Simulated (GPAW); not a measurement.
# HgTe (Coloradoite) (F-43m) in GPAW: settings compared

Aim: see how the results for HgTe (Coloradoite) move with the level of theory and the settings. Levels: LDA, vdW-DF, PBE. Tasks: equation of state, band structure.

Program: GPAW 26.7.0. These are calculated values, not measurements. Logs are shortened: lines on timing, memory, paths and dates and some standing lists are left out, and cuts for length are marked. The log counts tension as positive stress, the text compression.

**Measured values to compare with.**

A printed reference work, monograph reports, for a bulk crystal of HgTe: bulk modulus 43 GPa.

The results are compared with them further down.

## 1. Starting point

It takes space group F-43m (No. 216, cubic). Conventional cell: a = 6.429 Å, b = 6.429 Å, c = 6.429 Å, α = 90.00°, β = 90.00°, γ = 90.00°. Around Hg (site symmetry -43m) lie 4 Te at 2.78 Å. Te (site symmetry -43m) has 4 Hg at 2.78 Å as nearest neighbours.

## 2. Equation of state, LDA

Contents of run.py:

```python
import spglib
from ase import Atoms
from ase.eos import EquationOfState
from ase.io import Trajectory, read
from ase.units import GPa
from gpaw import GPAW, PW

atoms = read('HgTe.cif')
cell, positions, numbers = spglib.find_primitive(
    (atoms.cell[:], atoms.get_scaled_positions(), atoms.numbers), symprec=1e-4)
atoms = Atoms(numbers, cell=cell, scaled_positions=positions, pbc=True)

traj = Trajectory('eos.traj', 'w')
volumes, energies = [], []
for x in [0.94, 0.96, 0.98, 1.0, 1.02, 1.04, 1.06]:
    a = atoms.copy()
    a.set_cell(atoms.cell * x**(1 / 3), scale_atoms=True)
    calc = GPAW(mode=PW(600),
                xc='LDA',
                kpts={'size': (6, 6, 6), 'gamma': True},
                occupations={'name': 'fermi-dirac', 'width': 0.05},
                setups={'Te': '16'},
                nbands=-9,
                convergence={'density': 1e-05, 'energy': 1e-05},
                maxiter=150,
                txt=f'eos-{x:.2f}.txt')
    a.calc = calc
    energies.append(a.get_potential_energy(force_consistent=True))
    volumes.append(a.get_volume())
    p = -a.get_stress()[:3].mean() / GPa
    calc.write(f'eos-{x:.2f}.gpw')
    traj.write(a)
    print(f'{x:.2f} {volumes[-1]:10.4f} A^3 {energies[-1]:14.6f} eV {p:9.3f} GPa', flush=True)

v0, e0, B = EquationOfState(volumes, energies, eos='birchmurnaghan').fit()
print(f'V0 = {v0:.4f} A^3, E0 = {e0:.6f} eV, B0 = {B / GPa:.2f} GPa')
```

Contents of HgTe.cif:

```cif
data_HgTe
_cell_length_a 6.42900000
_cell_length_b 6.42900000
_cell_length_c 6.42900000
_cell_angle_alpha 90.00000000
_cell_angle_beta 90.00000000
_cell_angle_gamma 90.00000000
_space_group_name_H-M_alt 'F-43m'
_space_group_name_Hall 'F -4 2 3'
_space_group_IT_number 216
loop_
_space_group_symop_operation_xyz
'x,y,z'
'y,-x,-z'
'-x,-y,z'
'-y,x,-z'
'x,-y,-z'
'y,x,z'
'-x,y,-z'
'-y,-x,z'
'z,x,y'
'-z,y,-x'
'z,-x,-y'
'-z,-y,x'
'-z,x,-y'
'z,y,x'
'-z,-x,y'
'z,-y,-x'
'y,z,x'
'-x,-z,y'
'-y,z,-x'
'x,-z,-y'
'-y,-z,x'
'x,z,y'
'y,-z,-x'
'-x,z,-y'
'x,y+1/2,z+1/2'
'y,-x+1/2,-z+1/2'
'-x,-y+1/2,z+1/2'
'-y,x+1/2,-z+1/2'
'x,-y+1/2,-z+1/2'
'y,x+1/2,z+1/2'
'-x,y+1/2,-z+1/2'
'-y,-x+1/2,z+1/2'
'z,x+1/2,y+1/2'
'-z,y+1/2,-x+1/2'
'z,-x+1/2,-y+1/2'
'-z,-y+1/2,x+1/2'
'-z,x+1/2,-y+1/2'
'z,y+1/2,x+1/2'
'-z,-x+1/2,y+1/2'
'z,-y+1/2,-x+1/2'
'y,z+1/2,x+1/2'
'-x,-z+1/2,y+1/2'
'-y,z+1/2,-x+1/2'
'x,-z+1/2,-y+1/2'
'-y,-z+1/2,x+1/2'
'x,z+1/2,y+1/2'
'y,-z+1/2,-x+1/2'
'-x,z+1/2,-y+1/2'
'x+1/2,y,z+1/2'
'y+1/2,-x,-z+1/2'
'-x+1/2,-y,z+1/2'
'-y+1/2,x,-z+1/2'
'x+1/2,-y,-z+1/2'
'y+1/2,x,z+1/2'
'-x+1/2,y,-z+1/2'
'-y+1/2,-x,z+1/2'
'z+1/2,x,y+1/2'
'-z+1/2,y,-x+1/2'
'z+1/2,-x,-y+1/2'
'-z+1/2,-y,x+1/2'
'-z+1/2,x,-y+1/2'
'z+1/2,y,x+1/2'
'-z+1/2,-x,y+1/2'
'z+1/2,-y,-x+1/2'
'y+1/2,z,x+1/2'
'-x+1/2,-z,y+1/2'
'-y+1/2,z,-x+1/2'
'x+1/2,-z,-y+1/2'
'-y+1/2,-z,x+1/2'
'x+1/2,z,y+1/2'
'y+1/2,-z,-x+1/2'
'-x+1/2,z,-y+1/2'
'x+1/2,y+1/2,z'
'y+1/2,-x+1/2,-z'
'-x+1/2,-y+1/2,z'
'-y+1/2,x+1/2,-z'
'x+1/2,-y+1/2,-z'
'y+1/2,x+1/2,z'
'-x+1/2,y+1/2,-z'
'-y+1/2,-x+1/2,z'
'z+1/2,x+1/2,y'
'-z+1/2,y+1/2,-x'
'z+1/2,-x+1/2,-y'
'-z+1/2,-y+1/2,x'
'-z+1/2,x+1/2,-y'
'z+1/2,y+1/2,x'
'-z+1/2,-x+1/2,y'
'z+1/2,-y+1/2,-x'
'y+1/2,z+1/2,x'
'-x+1/2,-z+1/2,y'
'-y+1/2,z+1/2,-x'
'x+1/2,-z+1/2,-y'
'-y+1/2,-z+1/2,x'
'x+1/2,z+1/2,y'
'y+1/2,-z+1/2,-x'
'-x+1/2,z+1/2,-y'
loop_
_atom_site_label
_atom_site_type_symbol
_atom_site_symmetry_multiplicity
_atom_site_Wyckoff_symbol
_atom_site_fract_x
_atom_site_fract_y
_atom_site_fract_z
_atom_site_occupancy
Hg1 Hg 4 a 0.0000000000 0.0000000000 0.0000000000 1
Te1 Te 4 c 0.2500000000 0.2500000000 0.2500000000 1
```

Potentials or basis: the program's PAW data sets (release 1.2.1) made for this functional, other valence, pw.

Command:

```
OMP_NUM_THREADS=1 python run.py
```

The log of the run:

```text
__  _  _
 | _ |_)|_||  |
 |__||  | ||/\| - 26.7.0

Input parameters:
  mode=PW(ecut=600.0),
  convergence={'density': 1e-05, 'energy': 1e-05},
  kpts=MonkhorstPack(size=(6, 6, 6), gamma=True),
  maxiter=150,
  nbands=-9,
  occupations=Occupations(name='fermi-dirac', width=0.05),
  setups={'Te': '16'},
  xc=XC(name='LDA')

Diagonalizing LCAO Hamiltonian
Converting LCAO to pw mode

            Te

       Hg

Atoms  # Å, Bohr magnetons
|   | symbol |        x |        y |        z |    initial magnetic moments |
|---|--------|----------|----------|----------|-----------------------------|
| 0 |     Hg | 0.000000 | 0.000000 | 0.000000 | ( 0.0000,  0.0000,  0.0000) |
| 1 |     Te | 1.574440 | 1.574440 | 1.574440 | ( 0.0000,  0.0000,  0.0000) |

Unit cell  # Å
| periodic |        x |        y |        z |  lengths |    angles |
|----------|----------|----------|----------|----------|-----------|
|      yes | 0.000000 | 3.148880 | 3.148880 | 4.453188 | 60.000000 |
|      yes | 3.148880 | 0.000000 | 3.148880 | 4.453188 | 60.000000 |
|      yes | 3.148880 | 3.148880 | 0.000000 | 4.453188 | 60.000000 |

Number of symmetries: 24
Symmetry operations  # r_c * U_cc + t_c -> r_c
|    | kind |            matrix            |
|----|------|------------------------------|
|  0 |  E   |  1, 0, 0,  0, 1, 0,  0, 0, 1 |
|  1 |  σ   |  1, 0, 0,  0, 0, 1,  0, 1, 0 |
|  2 |  σ   |  1, 0,-1,  0, 1,-1,  0, 0,-1 |
|  3 |  C3  |  1, 0,-1,  0, 0,-1,  0, 1,-1 |
|  4 |  C3  |  1,-1, 0,  0,-1, 1,  0,-1, 0 |
|  5 |  σ   |  1,-1, 0,  0,-1, 0,  0,-1, 1 |
|  6 |  σ   |  0, 1, 0,  1, 0, 0,  0, 0, 1 |
|  7 |  C3  |  0, 1, 0,  0, 0, 1,  1, 0, 0 |
|  8 |  C2  |  0, 1,-1,  1, 0,-1,  0, 0,-1 |
|  9 |  S4  |  0, 1,-1,  0, 0,-1,  1, 0,-1 |
| 10 |  C3  |  0, 0, 1,  1, 0, 0,  0, 1, 0 |
| 11 |  σ   |  0, 0, 1,  0, 1, 0,  1, 0, 0 |
| 12 |  S4  |  0, 0,-1,  1, 0,-1,  0, 1,-1 |
| 13 |  C3  |  0, 0,-1,  0, 1,-1,  1, 0,-1 |
| 14 |  S4  |  0,-1, 1,  1,-1, 0,  0,-1, 0 |
| 15 |  C2  |  0,-1, 1,  0,-1, 0,  1,-1, 0 |
| 16 |  C3  |  0,-1, 0,  1,-1, 0,  0,-1, 1 |
| 17 |  S4  |  0,-1, 0,  0,-1, 1,  1,-1, 0 |
| 18 |  S4  | -1, 1, 0, -1, 0, 1, -1, 0, 0 |
| 19 |  C3  | -1, 1, 0, -1, 0, 0, -1, 0, 1 |
| 20 |  C3  | -1, 0, 1, -1, 1, 0, -1, 0, 0 |
| 21 |  S4  | -1, 0, 1, -1, 0, 0, -1, 1, 0 |
| 22 |  σ   | -1, 0, 0, -1, 1, 0, -1, 0, 1 |
| 23 |  C2  | -1, 0, 0, -1, 0, 1, -1, 1, 0 |

BZ-sampling:
  Number of BZ points: 216
  Number of IBZ points: 16

  Monkhorst-Pack size: [6, 6, 6]
  Monkhorst-Pack shift: [0.08333333333333333, 0.08333333333333333, 0.08333333333333333]

K-points  # in reciprocal-cell coordinates
|     |                                coordinates |     weight |
|-----|--------------------------------------------|------------|
|   0 | (  0.00000000,   0.00000000,   0.00000000) | 0.00462963 |
|   1 | (  0.16666667,   0.16666667,   0.00000000) | 0.02777778 |
|   2 | (  0.16666667,   0.16666667,   0.16666667) | 0.03703704 |
|   3 | (  0.33333333,   0.16666667,   0.16666667) | 0.05555556 |
|   4 | (  0.33333333,   0.33333333,  -0.33333333) | 0.05555556 |
|   5 | (  0.33333333,   0.33333333,   0.00000000) | 0.02777778 |
|   6 | (  0.33333333,   0.33333333,   0.16666667) | 0.11111111 |
|   7 | (  0.33333333,   0.33333333,   0.33333333) | 0.03703704 |
|   8 | (  0.50000000,   0.33333333,  -0.33333333) | 0.11111111 |
|   9 | (  0.50000000,   0.33333333,  -0.16666667) | 0.05555556 |
| ... |                                            |            |
|  15 | (  0.50000000,   0.50000000,   0.50000000) | 0.01851852 |

Plane wave coefficients: 2100
Cutoff: 600.0 eV

Spin-components: 1 (collinear spins)
Bands:           26
Projectors:      12
Spin-degeneracy: 2
Datatype:        complex128

Parallelization:
  kpt:    1
  domain: 1
  band:   1

Density:
  Valence electrons: 34.0
  Components: 1
  Grid points: [27 27 27]
  Charge: 0.0  # |e|

Potential:
  Grid points: [27 27 27]

species:
  Hg:
    name:    Mercury
    Z:       80.0
    valence: 18
    core:    62
    charge:  0.0  # [|e|]
    compensation charges:
      type: gauss
      rc: 0.41  # [Å]
      lmax: 2
    cutoffs:
      filter: 2.17  # [Å]
      core: 2.06  # [Å]
    projectors
    | kind |    occ | energy [eV] | rcut [Å] |
    |------|--------|-------------|----------|
    |   6s |  2.000 |      -7.094 |    1.307 |
    |   5p |  6.000 |     -66.817 |    1.291 |
    |   6p |  0.000 |      -1.195 |    1.291 |
    |   5d | 10.000 |     -10.099 |    1.302 |
    |    s |        |      20.118 |    1.307 |
    |    d |        |      17.112 |    1.302 |

    Using partial waves for Hg as LCAO basis

  Te:
    name:    Tellurium
    Z:       52.0
    valence: 16
    core:    36
    charge:  0.0  # [|e|]
    compensation charges:
      type: gauss
      rc: 0.37  # [Å]
      lmax: 2
    cutoffs:
      filter: 2.06  # [Å]
      core: 2.12  # [Å]
    projectors
    | kind |    occ | energy [eV] | rcut [Å] |
    |------|--------|-------------|----------|
    |   5s |  2.000 |     -15.337 |    1.164 |
    |   5p |  4.000 |      -6.113 |    1.164 |
    |   4d | 10.000 |     -41.707 |    1.164 |
    |    s |        |      11.875 |    1.164 |
    |    p |        |      21.098 |    1.164 |
    |    d |        |     -14.496 |    1.164 |

    Using partial waves for Te as LCAO basis

Reference energy: -717502.457230  # eV

eigensolver:
  PPCG
  Converge bands: occupied
  niter=2

density mixing:
  MSR1-Mixer
  Pratt-step length: 0.05
  Maximum mixing coefficient: 0.75
  Old densities: 10
  SVD Regularization: 0.005
  Good broyden scale: 1.0
  Trust region scale: 1.0
  Backstep threshold: 4.0
  History deletion threshold: 6.0
  Fourier metric: weight=20.0, sigma=0.015

occupation numbers:
  Fermi-Dirac:
    width: 0.0500  # eV

poisson solver:
  ecut: 4800.0  # eV

xc functional:
  name: None

convergence criteria:
- Maximum integral of absolute [dens]ity change: 1e-05 electrons / valence electron
- Maximum [total energy] change in last 3 cyles: 1e-05 eV / valence electron
- Maximum integral of absolute [eigenst]ate change: 4e-08 eV^2 / valence electron
maximum number of iterations: 150

SCF iterations
|iter     | |      energy | eigst |  dens |
|---------|-|-------------|-------|-------|
|iter:   1| |   -5.980191 | -0.21 |       |
|iter:   2| |   -5.929842 | -2.46 | -1.58 |
|iter:   3| |   -5.790734 | -2.44 | -1.63 |
|iter:   4| |   -5.798153 | -3.24 | -2.05 |
|iter:   5| |   -5.802297 | -3.48 | -2.40 |
|iter:   6| |   -5.802371 | -5.23 | -3.42 |
|iter:   7| |   -5.802379c| -5.94 | -3.99 |
|iter:   8| |   -5.802379c| -7.48c| -4.51 |
|iter:   9| |   -5.802379c| -7.63c| -5.16c|

Converged in 9 steps
Energy contributions relative to reference atoms: (reference = -717502.457230)

Energy contributions:
  Kinetic:          31.842214
  Coulomb:         -25.826785
  Zero:             -2.169941
  External:          0.000000
  Xc:               -9.647411
  Entropy:          -0.000912
  Spinorbit:         0.000000
  ----------------------------
  Free energy:      -5.802835
  Extrapolated:     -5.802379

dipole moment: (-26.807267, -26.807267, -26.807267)  # |e|*Ang

Fermi level: 5.201
Eigenvalues  # (at kpt = [0.000, 0.000, 0.000])
| band index |      eig [eV] | occ [0-2] |
|------------|---------------|-----------|
|          0 |       -58.695 |     2.000 |
|        ... |               |           |
|         10 |        -2.781 |     2.000 |
|         11 |        -2.781 |     2.000 |
|         12 |        -2.176 |     2.000 |
|         13 |        -2.176 |     2.000 |
|         14 |         4.556 |     2.000 |
|         15 |         5.166 |     1.338 |
[... 8 lines left out ...]
|         24 |        14.983 |     0.000 |
|         25 |        14.983 |     0.000 |

No gap
No difference between direct/indirect transitions

Stress tensor  # eV/Ang^3
|         x |         y |         z |
|-----------|-----------|-----------|
| -0.017094 | -0.000000 | -0.000000 |
| -0.000000 | -0.017094 | -0.000000 |
| -0.000000 | -0.000000 | -0.017094 |

# Writing to eos-0.94.gpw (mode='')
```

Wall time 72 s (1 thread of Intel Xeon 6975P-C (Granite Rapids), shared host); peak memory 0.31 GiB.

What came out:

* Equilibrium volume: 33.26 Å³/atom
* Bulk modulus: 47 GPa
* Pressure derivative of the bulk modulus: 4.8 (rough: it moves with the points fitted)

Energy against volume, from the lowest point:
```
volume (Å³/atom)  energy (meV/atom)
          31.223              21.03
          31.887               9.17
          32.551               2.48
          33.215               0.00
          33.880               1.71
          34.544               6.79
          35.208              15.14
```

The run has no spin-orbit coupling, so splittings on Hg, Te are missing.

(Part 1 of 3 ends here.)
